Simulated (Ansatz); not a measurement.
# Thickness series of a HfN/AlN/TaN junction, part 8 of 9

Wanted: T(E), the conductance and its decay constant for HfN/AlN/TaN. The lower electrode is HfN rock salt(001), the upper one TaN rock salt(001); the barrier is AlN zinc blende(001) (N and N faces). In the first transport cell, after relaxation, the nearest pair of electrode and barrier is Hf–N at 2.28 Å, at a slant, at the lower face and Ta–N at 2.17 Å, at a slant, at the upper one. All share a net of side 3.203 Å, which strains the lower electrode by +0.0 %, the upper one by +2.5 % and the barrier by +2.9 %, against typed lattice constants near PBE's. The first steps treat the bulk electrodes alone.

Ansatz 0.2.0; PBE DFT, plane waves, PAW files (the session's first sound run).

So far, transmission at the Fermi level (a spin, zone mean): step 5 (T(E) of the junction) 4.7e-5; step 6 (53 atoms, atomic planes in the barrier 5, gap between the …) 0.00331; step 7 (55 atoms, atomic planes in the barrier 7, gap between the …) 2.4e-4.

### Step 11. Conductance, 63 atoms

Level of this step: PBE DFT, plane waves, PAW files; ballistic transmission by layer matching between semi-infinite leads (Ansatz).

System of this step: HfN/AlN/TaN. The cell holds 63 atoms: 32 N, 12 Hf, 7 Al and 12 Ta. Cell: a = 3.203 Å, b = 3.203 Å, c = 82.032 Å, α = 90.0°, β = 90.0°, γ = 90.0°. Regions: left electrode, 24 atoms (12 N and 12 Hf); barrier, 15 atoms (8 N and 7 Al); right electrode, 24 atoms (12 N and 12 Ta). Vacuum lies along c.

Barrier layers are added or taken out in the middle, and the relaxed faces stay.

Input file input.yaml:

```yaml
crystal:
  lattice:
    - [3.203, 0.0, 0.0]
    - [0.0, 3.203, 0.0]
    - [0.0, 0.0, 82.0317023314]
  atoms:
    - { symbol: "N", position: [0.5, 0.5, 0.0853328628] }
    - { symbol: Hf, position: [0.0, 0.0, 0.0853328628] }
    - { symbol: "N", position: [0.0, 0.0, 0.1130907415] }
    - { symbol: Hf, position: [0.5, 0.5, 0.1130907415] }
    - { symbol: "N", position: [0.5, 0.5, 0.1408486203] }
    - { symbol: Hf, position: [0.0, 0.0, 0.1408486203] }
    - { symbol: "N", position: [0.0, 0.0, 0.168606499] }
    - { symbol: Hf, position: [0.5, 0.5, 0.168606499] }
    - { symbol: "N", position: [0.5, 0.5, 0.1963643777] }
    - { symbol: Hf, position: [0.0, 0.0, 0.1963643777] }
    - { symbol: "N", position: [0.0, 0.0, 0.2241222565] }
    - { symbol: Hf, position: [0.5, 0.5, 0.2241222565] }
    - { symbol: "N", position: [0.5, 0.5, 0.2518801352] }
    - { symbol: Hf, position: [0.0, 0.0, 0.2518801352] }
    - { symbol: "N", position: [0.0, 0.0, 0.2796380139] }
    - { symbol: Hf, position: [0.5, 0.5, 0.2796380139] }
    - { symbol: "N", position: [0.5, 0.5, 0.3073958926] }
    - { symbol: Hf, position: [0.0, 0.0, 0.3073958926] }
    - { symbol: "N", position: [0.0, 0.0, 0.3351537714] }
    - { symbol: Hf, position: [0.5, 0.5, 0.3351537714] }
    - { symbol: "N", position: [0.5, 0.5, 0.3629116501] }
    - { symbol: Hf, position: [0.0, 0.0, 0.3629116501] }
    - { symbol: "N", position: [0.0, 0.0, 0.3886610202] }
    - { symbol: Hf, position: [0.5, 0.5, 0.3967620656] }
    - { symbol: "N", position: [0.5, 0.0, 0.416522819] }
    - { symbol: Al, position: [0.5, 0.5, 0.4308593112] }
    - { symbol: "N", position: [0.0, 0.5, 0.4437996668] }
    - { symbol: Al, position: [0.0, 0.0, 0.4568137522] }
    - { symbol: "N", position: [0.5, 0.0, 0.4697241539] }
    - { symbol: Al, position: [0.5, 0.5, 0.4827451373] }
    - { symbol: "N", position: [0.0, 0.5, 0.4956555389] }
    - { symbol: Al, position: [0.0, 0.0, 0.5086765224] }
    - { symbol: "N", position: [0.5, 0.0, 0.521586924] }
    - { symbol: Al, position: [0.5, 0.5, 0.5346079074] }
    - { symbol: "N", position: [0.0, 0.5, 0.5475183091] }
    - { symbol: Al, position: [0.0, 0.0, 0.5605392925] }
    - { symbol: "N", position: [0.5, 0.0, 0.573472287] }
    - { symbol: Al, position: [0.5, 0.5, 0.5865854382] }
    - { symbol: "N", position: [0.0, 0.5, 0.5992838692] }
    - { symbol: "N", position: [0.5, 0.5, 0.6239970464] }
    - { symbol: Ta, position: [0.0, 0.0, 0.6171053777] }
    - { symbol: "N", position: [0.0, 0.0, 0.6475801352] }
    - { symbol: Ta, position: [0.5, 0.5, 0.6475801352] }
    - { symbol: "N", position: [0.5, 0.5, 0.6742888354] }
    - { symbol: Ta, position: [0.0, 0.0, 0.6742888354] }
    - { symbol: "N", position: [0.0, 0.0, 0.7009975356] }
    - { symbol: Ta, position: [0.5, 0.5, 0.7009975356] }
    - { symbol: "N", position: [0.5, 0.5, 0.7277062358] }
    - { symbol: Ta, position: [0.0, 0.0, 0.7277062358] }
    - { symbol: "N", position: [0.0, 0.0, 0.754414936] }
    - { symbol: Ta, position: [0.5, 0.5, 0.754414936] }
    - { symbol: "N", position: [0.5, 0.5, 0.7811236362] }
    - { symbol: Ta, position: [0.0, 0.0, 0.7811236362] }
    - { symbol: "N", position: [0.0, 0.0, 0.8078323364] }
    - { symbol: Ta, position: [0.5, 0.5, 0.8078323364] }
    - { symbol: "N", position: [0.5, 0.5, 0.8345410366] }
    - { symbol: Ta, position: [0.0, 0.0, 0.8345410366] }
    - { symbol: "N", position: [0.0, 0.0, 0.8612497368] }
    - { symbol: Ta, position: [0.5, 0.5, 0.8612497368] }
    - { symbol: "N", position: [0.5, 0.5, 0.887958437] }
    - { symbol: Ta, position: [0.0, 0.0, 0.887958437] }
    - { symbol: "N", position: [0.0, 0.0, 0.9146671372] }
    - { symbol: Ta, position: [0.5, 0.5, 0.9146671372] }
kpoints:
  mp_grid: { grid: [8, 8, 1] }
scf:
  occupations: { method: fermi_dirac, width: 0.1 }
  max_iter: 150
hamiltonian:
  xc: pbe
output:
  transmission:
    kmesh: [26, 26]
    e_range: [-0.26, 0.27]
    de: 0.0375
    leads: [[10, 12], [51, 53]]
```

Started as:

```sh
$ ansatz run input.yaml --threads 8 --pin off --max-ram 24576MiB --backend cpu --events-out ev --progress --plain --runs-dir out
```

Numbers of over 12 decimals in the logs are rounded to 6 here.

Output:

```text
Engine: ansatz 0.2.0, aarch64-unknown-linux-gnu
Pseudopotentials: kind: paw
Pseudopotential: N, paw, valence charge 5, recommended cutoff 420 eV (normal), N.paw.azcp
Pseudopotential: Hf, paw, valence charge 26, recommended cutoff 420 eV (normal), Hf.paw.azcp
Pseudopotential: Al, paw, valence charge 3, recommended cutoff 420 eV (normal), Al.paw.azcp
Pseudopotential: Ta, paw, valence charge 13, recommended cutoff 420 eV (normal), Ta.paw.azcp
Functional definition: PBE
  parameter kappa = 0.804
  parameter beta = 0.066725
  exchange = pbe_x(kappa = kappa, mu = beta*pi^2/3)
  correlation = pbe_c(beta = beta)
Crystal: 63 atoms, lattice volume = 841.580 Å³
Basis set: ecut = 420 eV, 16491 PW (Γ)
Bands: 390, of which v1, the nominal top of the filled ones, is band 325 counted from 1 (324 counted from 0)
Symmetry: 4 space group operations
Space group: Pmm2 (ITA 25), of the structure as read, at distance tolerance 9.4e-5 Å
k-points: 25 of 64
Non-local potential: N, projectors of the file, l = 0: 2, l = 1: 2, l = 2: 1
Non-local potential: Hf, projectors of the file, l = 0: 3, l = 1: 2, l = 2: 2, l = 3: 3
Non-local potential: Al, projectors of the file, l = 0: 2, l = 1: 2, l = 2: 1
Non-local potential: Ta, projectors of the file, l = 0: 3, l = 1: 2, l = 2: 2, l = 3: 1
PAW form: soft (Blöchl's): semilocal exchange-correlation on the pseudo side does not see the compensation charge
PAW one-centre angular grid: N, 110 points (default); XC on 64 Gauss nodes
PAW one-centre angular grid: Hf, 590 points (default); XC on 64 Gauss nodes
PAW one-centre angular grid: Al, 110 points (default); XC on 64 Gauss nodes
PAW one-centre angular grid: Ta, 590 points (default); XC on 64 Gauss nodes
Initial density: superposition of atomic densities (neutral atoms: chi_scale 0, normalization atom), corrected by the library's trained network
Initial wavefunctions: pseudopotential atomic-orbital guess
Functional: x = pbe(κ = 0.804, μ = 0.219515), c = pbe(β = 0.066725)
SCF iter   1: F=—  HF=-323969.496569 eV  |F-HF|=—  |Δ(HF+E_count)|=         —  Δρ=1.01e-2  dr2=6.16e2  ethr=1.77e-3  ⟨swp⟩=7.5  Hψ=43356  notcnv=0  defer=148
preconditioner: auto → LDOS  [metal: Δε(μ)=0.008 eV  Ē_g=11.369 eV  σ=0.100 eV  W_gap=0.02  n_scr=248 (ndim 8)  ℏωp=27.4 eV  f_vac=0.133  D(μ)=19.35/eV (n_scr^D=112)  β→1.0]
SCF iter   2: F=—  HF=-323968.860873 eV  |F-HF|=—  |Δ(HF+E_count)|=   6.36e-1  Δρ=4.95e-3  dr2=5.67e1  ethr=1.77e-3  ⟨swp⟩=2.4  Hψ=12430  notcnv=0  defer=300
SCF iter   3: F=—  HF=-323968.723191 eV  |F-HF|=—  |Δ(HF+E_count)|=   1.38e-1  Δρ=1.41e-3  dr2=4.81e-1  ethr=1.77e-3  ⟨swp⟩=2.4  Hψ=16939  notcnv=0  defer=240
SCF iter   4: F=—  HF=-323968.726644 eV  |F-HF|=—  |Δ(HF+E_count)|=   3.45e-3  Δρ=1.40e-3  dr2=1.42e-1  ethr=7.41e-5  ⟨swp⟩=3.0  Hψ=19762  notcnv=0  defer=192
[...]
SCF iter  10: F=—  HF=-323968.707725 eV  |F-HF|=—  |Δ(HF+E_count)|=   1.52e-3  Δρ=1.09e-5  dr2=6.87e-6  ethr=6.84e-9  ⟨swp⟩=2.4  Hψ=12876  notcnv=0  defer=179
SCF iter  11: F=—  HF=-323968.707726 eV  |F-HF|=—  |Δ(HF+E_count)|=   3.28e-7  Δρ=6.96e-6  dr2=3.43e-6  ethr=1.06e-9  ⟨swp⟩=2.9  Hψ=15858  notcnv=0  defer=179
SCF iter  12: F=—  HF=-323968.707726 eV  |F-HF|=—  |Δ(HF+E_count)|=   2.79e-7  Δρ=4.70e-6  dr2=1.62e-6  ethr=5.29e-10  ⟨swp⟩=2.4  Hψ=14896  notcnv=0  defer=179
SCF iter  13: F=—  HF=-323968.707726 eV  |F-HF|=—  |Δ(HF+E_count)|=   1.06e-7  Δρ=2.37e-6  dr2=3.28e-7  ethr=2.50e-10  ⟨swp⟩=2.4  Hψ=14856  notcnv=0  defer=179
SCF iter  14: F=—  HF=-323968.707726 eV  |F-HF|=—  |Δ(HF+E_count)|=   4.42e-9  Δρ=1.24e-6  dr2=1.04e-7  ethr=1.54e-11  ⟨swp⟩=13.2  Hψ=33322  notcnv=0
SCF iter  15: F=-323968.707726 eV  HF=-323968.707726 eV  |F-HF|=2.10e-8  |Δ(HF+E_count)|=   1.86e-9  Δρ=5.33e-7  dr2=1.70e-8  ethr=1.54e-11  ⟨swp⟩=2.2  Hψ=17683  notcnv=0
SCF 1 converged in 15 iterations: F = -323968.707726 eV  dr2 = 1.70e-8
[...]
transmission: 1320 of 13132 steps passed
transmission: 2628 of 13132 steps passed
[...]
transmission: 6566 of 13132 steps passed
WARN: the run was ended behind the SCF: a stop after 7772 completed steps of the transmission. The result of record stands; what else was asked for is given out only as far as it was finished by then, or is formed of that. The run will not end as completed
SCF converged after 15 iterations
the last check of whether an eigenvalue changes by more than its tolerance under the output density was not made (no_room)
Free energy (F): -323968.707726 eV
Harris-Foulkes:  -323968.707726 eV  (|F-HF|=2.10e-8)
Internal energy: -323967.983726 eV  (E = F + TS)
E sigma→0 (E₀):  -323968.345726 eV
Entropy (-TS):   -0.724001 eV (-11.492 meV/atom)
Fermi energy:    15.418999 eV
--- Per-component energies (eV) ---
  E_band       = -2251.718216
  E_kinetic    = 13841.789930
  E_local      = -1989980.032999  (includes V_loc(G=0)·N_el)
  E_nonlocal   = -13242.048614
  E_hartree    = 990173.871702
  E_xc         = -8443.234751
  E_vxc        = -8320.404283  (∫ρ·V_xc dr)
  E_paw        = -191226.314735  (= ΣΔE_a)
  E_vpaw       = 15101.297851  (= ΣTr[D̂ρ^β])
  E_aug_tail   = 0.004600  (compensation charges beyond the density's cutoff)
  E_ewald      = 874907.981141
  E_smearing   = -0.724001  (= −TS)
  E_closure    = 0.000000  (closes the sum)
  Σ components = -323968.707726   (vs F -323968.707726, Δ=0.00e0)
--- Band table (eV; the first three rows and the last of 25) ---
  k-point 0: bands = [... 321 lower, 13.5514, 13.5897, 13.6032, 13.6287, 13.6296, 13.6562, 13.9988, 14.2149, ... 61 higher]
  k-point 1: bands = [... 321 lower, 13.7666, 13.8054, 14.0371, 14.0507, 14.1354, 14.1943, 14.2354, 14.3955, ... 61 higher]
  k-point 2: bands = [... 321 lower, 14.7734, 14.8536, 14.9145, 15.0449, 15.0509, 15.0982, 15.1809, 15.2832, ... 61 higher]
  k-point 24: bands = [... 321 lower, 14.1906, 14.5716, 14.5968, 14.6016, 14.6365, 14.8353, 15.4817, 15.4880, ... 61 higher]
Error: SIGTERM received: cancelled by the caller after 7772 completed steps of the transmission, in an analysis behind the self-consistent cycle: that cycle's result was reported, and what else the deck asks for behind it is given out only as far as it was finished by then, or is formed of that: a resume of the run directory makes the rest
```

It took 11 min on 8 threads of Arm Neoverse V2, shared host; peak memory 13 GiB.

The run was cut off at the time limit after its SCF cycle had converged; no result of it is taken.

The program's message: “Error: SIGTERM received: cancelled by the caller after 7772 completed steps of the transmission, in an analysis behind the self-consistent cycle: that cycle's result was reported, and what else the de …”

### Step 12. Conductance on a fine mesh, 67 atoms

System of this step: HfN/AlN/TaN. The cell holds 67 atoms: 34 N, 12 Hf, 9 Al and 12 Ta. Its edges and angles: a = 3.203 Å, b = 3.203 Å, c = 86.286 Å, α = 90.0°, β = 90.0°, γ = 90.0°. Regions: left electrode, 24 atoms (12 N and 12 Hf); barrier, 19 atoms (10 N and 9 Al); right electrode, 24 atoms (12 N and 12 Ta). Vacuum lies along c.

Barrier layers are added or taken out in the middle, and the relaxed faces stay.

Input file input.yaml:

```yaml
crystal:
  lattice:
    - [3.203, 0.0, 0.0]
    - [0.0, 3.203, 0.0]
    - [0.0, 0.0, 86.286093653]
  atoms:
    - { symbol: "N", position: [0.5, 0.5, 0.0811254711] }
    - { symbol: Hf, position: [0.0, 0.0, 0.0811254711] }
    - { symbol: "N", position: [0.0, 0.0, 0.1075147298] }
    - { symbol: Hf, position: [0.5, 0.5, 0.1075147298] }
    - { symbol: "N", position: [0.5, 0.5, 0.1339039885] }
    - { symbol: Hf, position: [0.0, 0.0, 0.1339039885] }
    - { symbol: "N", position: [0.0, 0.0, 0.1602932472] }
    - { symbol: Hf, position: [0.5, 0.5, 0.1602932472] }
    - { symbol: "N", position: [0.5, 0.5, 0.1866825058] }
    - { symbol: Hf, position: [0.0, 0.0, 0.1866825058] }
    - { symbol: "N", position: [0.0, 0.0, 0.2130717645] }
    - { symbol: Hf, position: [0.5, 0.5, 0.2130717645] }
    - { symbol: "N", position: [0.5, 0.5, 0.2394610232] }
    - { symbol: Hf, position: [0.0, 0.0, 0.2394610232] }
    - { symbol: "N", position: [0.0, 0.0, 0.2658502819] }
    - { symbol: Hf, position: [0.5, 0.5, 0.2658502819] }
    - { symbol: "N", position: [0.5, 0.5, 0.2922395405] }
    - { symbol: Hf, position: [0.0, 0.0, 0.2922395405] }
    - { symbol: "N", position: [0.0, 0.0, 0.3186287992] }
    - { symbol: Hf, position: [0.5, 0.5, 0.3186287992] }
    - { symbol: "N", position: [0.5, 0.5, 0.3450180579] }
    - { symbol: Hf, position: [0.0, 0.0, 0.3450180579] }
    - { symbol: "N", position: [0.0, 0.0, 0.3694978387] }
    - { symbol: Hf, position: [0.5, 0.5, 0.3771994569] }
    - { symbol: "N", position: [0.5, 0.0, 0.3959858936] }
    - { symbol: Al, position: [0.5, 0.5, 0.4096155159] }
    - { symbol: "N", position: [0.0, 0.5, 0.4219178389] }
    - { symbol: Al, position: [0.0, 0.0, 0.4342902565] }
    - { symbol: "N", position: [0.5, 0.0, 0.4465641025] }
    - { symbol: Al, position: [0.5, 0.5, 0.458943078] }
    - { symbol: "N", position: [0.0, 0.5, 0.4712169239] }
    - { symbol: Al, position: [0.0, 0.0, 0.4835958994] }
    - { symbol: "N", position: [0.5, 0.0, 0.4958697454] }
    - { symbol: Al, position: [0.5, 0.5, 0.5082487209] }
    - { symbol: "N", position: [0.0, 0.5, 0.5205225668] }
    - { symbol: Al, position: [0.0, 0.0, 0.5329015423] }
    - { symbol: "N", position: [0.5, 0.0, 0.5451753883] }
    - { symbol: Al, position: [0.5, 0.5, 0.5575543638] }
    - { symbol: "N", position: [0.0, 0.5, 0.5698282097] }
    - { symbol: Al, position: [0.0, 0.0, 0.5822071852] }
    - { symbol: "N", position: [0.5, 0.0, 0.5945025101] }
    - { symbol: Al, position: [0.5, 0.5, 0.606969109] }
    - { symbol: "N", position: [0.0, 0.5, 0.6190414357] }
    - { symbol: "N", position: [0.5, 0.5, 0.6425361138] }
    - { symbol: Ta, position: [0.0, 0.0, 0.6359842432] }
    - { symbol: "N", position: [0.0, 0.0, 0.6649564233] }
    - { symbol: Ta, position: [0.5, 0.5, 0.6649564233] }
    - { symbol: "N", position: [0.5, 0.5, 0.6903482338] }
    - { symbol: Ta, position: [0.0, 0.0, 0.6903482338] }
    - { symbol: "N", position: [0.0, 0.0, 0.7157400444] }
    - { symbol: Ta, position: [0.5, 0.5, 0.7157400444] }
    - { symbol: "N", position: [0.5, 0.5, 0.7411318549] }
    - { symbol: Ta, position: [0.0, 0.0, 0.7411318549] }
    - { symbol: "N", position: [0.0, 0.0, 0.7665236655] }
    - { symbol: Ta, position: [0.5, 0.5, 0.7665236655] }
    - { symbol: "N", position: [0.5, 0.5, 0.7919154761] }
    - { symbol: Ta, position: [0.0, 0.0, 0.7919154761] }
    - { symbol: "N", position: [0.0, 0.0, 0.8173072866] }
    - { symbol: Ta, position: [0.5, 0.5, 0.8173072866] }
    - { symbol: "N", position: [0.5, 0.5, 0.8426990972] }
    - { symbol: Ta, position: [0.0, 0.0, 0.8426990972] }
    - { symbol: "N", position: [0.0, 0.0, 0.8680909077] }
    - { symbol: Ta, position: [0.5, 0.5, 0.8680909077] }
    - { symbol: "N", position: [0.5, 0.5, 0.8934827183] }
    - { symbol: Ta, position: [0.0, 0.0, 0.8934827183] }
    - { symbol: "N", position: [0.0, 0.0, 0.9188745289] }
    - { symbol: Ta, position: [0.5, 0.5, 0.9188745289] }
kpoints:
  mp_grid: { grid: [8, 8, 1] }
scf:
  occupations: { method: fermi_dirac, width: 0.1 }
  max_iter: 150
hamiltonian:
  xc: pbe
output:
  transmission:
    kmesh: [26, 26]
    e_range: [-0.26, 0.27]
    de: 0.0375
    leads: [[10, 12], [55, 57]]
```

Output:

```text
Engine: ansatz 0.2.0, aarch64-unknown-linux-gnu
Pseudopotentials: kind: paw
Pseudopotential: N, paw, valence charge 5, recommended cutoff 420 eV (normal), N.paw.azcp
Pseudopotential: Hf, paw, valence charge 26, recommended cutoff 420 eV (normal), Hf.paw.azcp
Pseudopotential: Al, paw, valence charge 3, recommended cutoff 420 eV (normal), Al.paw.azcp
Pseudopotential: Ta, paw, valence charge 13, recommended cutoff 420 eV (normal), Ta.paw.azcp
Functional definition: PBE
  parameter kappa = 0.804
  parameter beta = 0.066725
  exchange = pbe_x(kappa = kappa, mu = beta*pi^2/3)
  correlation = pbe_c(beta = beta)
Crystal: 67 atoms, lattice volume = 885.227 Å³
Basis set: ecut = 420 eV, 17345 PW (Γ)
Bands: 400, of which v1, the nominal top of the filled ones, is band 333 counted from 1 (332 counted from 0)
Symmetry: 4 space group operations
Space group: Pmm2 (ITA 25), of the structure as read, at distance tolerance 9.6e-5 Å
k-points: 25 of 64
Non-local potential: N, projectors of the file, l = 0: 2, l = 1: 2, l = 2: 1
Non-local potential: Hf, projectors of the file, l = 0: 3, l = 1: 2, l = 2: 2, l = 3: 3
Non-local potential: Al, projectors of the file, l = 0: 2, l = 1: 2, l = 2: 1
Non-local potential: Ta, projectors of the file, l = 0: 3, l = 1: 2, l = 2: 2, l = 3: 1
PAW form: soft (Blöchl's): semilocal exchange-correlation on the pseudo side does not see the compensation charge
PAW one-centre angular grid: N, 110 points (default); XC on 64 Gauss nodes
PAW one-centre angular grid: Hf, 590 points (default); XC on 64 Gauss nodes
PAW one-centre angular grid: Al, 110 points (default); XC on 64 Gauss nodes
PAW one-centre angular grid: Ta, 590 points (default); XC on 64 Gauss nodes
Initial density: superposition of atomic densities (neutral atoms: chi_scale 0, normalization atom), corrected by the library's trained network
Initial wavefunctions: pseudopotential atomic-orbital guess
Functional: x = pbe(κ = 0.804, μ = 0.219515), c = pbe(β = 0.066725)
SCF iter   1: F=—  HF=-325817.917898 eV  |F-HF|=—  |Δ(HF+E_count)|=         —  Δρ=1.01e-2  dr2=7.00e2  ethr=1.77e-3  ⟨swp⟩=8.1  Hψ=45827  notcnv=0  defer=179
preconditioner: auto → LDOS  [metal: Δε(μ)=0.038 eV  Ē_g=11.323 eV  σ=0.100 eV  W_gap=0.10  n_scr=258 (ndim 8)  ℏωp=27.1 eV  f_vac=0.127  D(μ)=19.26/eV (n_scr^D=90)  β→1.0]
SCF iter   2: F=—  HF=-325817.243588 eV  |F-HF|=—  |Δ(HF+E_count)|=   6.74e-1  Δρ=5.03e-3  dr2=6.88e1  ethr=1.77e-3  ⟨swp⟩=2.3  Hψ=12803  notcnv=0  defer=337
SCF iter   3: F=—  HF=-325817.089041 eV  |F-HF|=—  |Δ(HF+E_count)|=   1.55e-1  Δρ=1.31e-3  dr2=5.16e-1  ethr=1.77e-3  ⟨swp⟩=2.4  Hψ=17756  notcnv=0  defer=265
SCF iter   4: F=—  HF=-325817.093912 eV  |F-HF|=—  |Δ(HF+E_count)|=   4.87e-3  Δρ=1.24e-3  dr2=1.53e-1  ethr=7.76e-5  ⟨swp⟩=3.1  Hψ=18981  notcnv=0  defer=209
SCF iter   5: F=—  HF=-325817.073616 eV  |F-HF|=—  |Δ(HF+E_count)|=   2.03e-2  Δρ=3.05e-4  dr2=2.92e-2  ethr=2.29e-5  ⟨swp⟩=2.6  Hψ=14696  notcnv=0  defer=197
SCF iter   6: F=—  HF=-325817.073372 eV  |F-HF|=—  |Δ(HF+E_count)|=   2.45e-4  Δρ=1.78e-4  dr2=8.19e-3  ethr=4.38e-6  ⟨swp⟩=2.1  Hψ=13073  notcnv=0  defer=187
SCF iter   7: F=—  HF=-325817.073253 eV  |F-HF|=—  |Δ(HF+E_count)|=   1.18e-4  Δρ=8.01e-5  dr2=6.35e-4  ethr=1.23e-6  ⟨swp⟩=2.0  Hψ=12921  notcnv=0  defer=187
SCF iter   8: F=—  HF=-325817.073243 eV  |F-HF|=—  |Δ(HF+E_count)|=   1.06e-5  Δρ=3.98e-5  dr2=2.03e-4  ethr=9.56e-8  ⟨swp⟩=2.5  Hψ=15425  notcnv=0  defer=187
SCF iter   9: F=—  HF=-325817.073240 eV  |F-HF|=—  |Δ(HF+E_count)|=   2.36e-6  Δρ=2.30e-5  dr2=6.50e-5  ethr=3.05e-8  ⟨swp⟩=2.5  Hψ=14083  notcnv=0  defer=187
SCF iter  10: F=—  HF=-325817.073816 eV  |F-HF|=—  |Δ(HF+E_count)|=   5.76e-4  Δρ=1.34e-5  dr2=1.88e-5  ethr=9.78e-9  ⟨swp⟩=2.6  Hψ=13199  notcnv=0  defer=187
SCF iter  11: F=—  HF=-325817.073817 eV  |F-HF|=—  |Δ(HF+E_count)|=   2.09e-7  Δρ=8.49e-6  dr2=4.56e-6  ethr=2.83e-9  ⟨swp⟩=2.6  Hψ=13952  notcnv=0  defer=187
SCF iter  12: F=—  HF=-325817.073817 eV  |F-HF|=—  |Δ(HF+E_count)|=   2.46e-7  Δρ=4.81e-6  dr2=2.68e-6  ethr=6.86e-10  ⟨swp⟩=2.4  Hψ=14095  notcnv=0  defer=188
SCF iter  13: F=—  HF=-325817.073817 eV  |F-HF|=—  |Δ(HF+E_count)|=   3.32e-7  Δρ=4.79e-6  dr2=8.32e-7  ethr=4.04e-10  ⟨swp⟩=2.3  Hψ=14872  notcnv=0  defer=188
SCF iter  14: F=—  HF=-325817.073817 eV  |F-HF|=—  |Δ(HF+E_count)|=   3.88e-8  Δρ=1.55e-6  dr2=1.19e-7  ethr=1.25e-10  ⟨swp⟩=3.0  Hψ=16898  notcnv=0  defer=188
```

Wall time 5.7 min (8 threads); peak memory 14 GiB.

Residual by cycle:

cycle, log10 residual and a bar from the least value:
```
        1        2.8 ##############################
        2        1.8 ###########################
        3       -0.3 ####################
        5       -1.5 #################
        6       -2.1 ###############
        7       -3.2 ###########
        8       -3.7 ##########
        9       -4.2 ########
       10       -4.7 #######
       12       -5.6 ####
       13       -6.1 ###
       14       -6.9
```

The run was cut off at its time limit.

After 14 cycles the residual stands at 1.2e-7.

(Part 8 of 9 ends here.)

[Logs are printed without paths, hosts, clocks, repeated set-up lines and the standing remarks that a program may print on its own settings, such as how far it seeks lower states.]

[Hosts, paths, dates, database ids (printed as entryN), source tags and the programs' standing remarks are cut or masked in the printed files.]
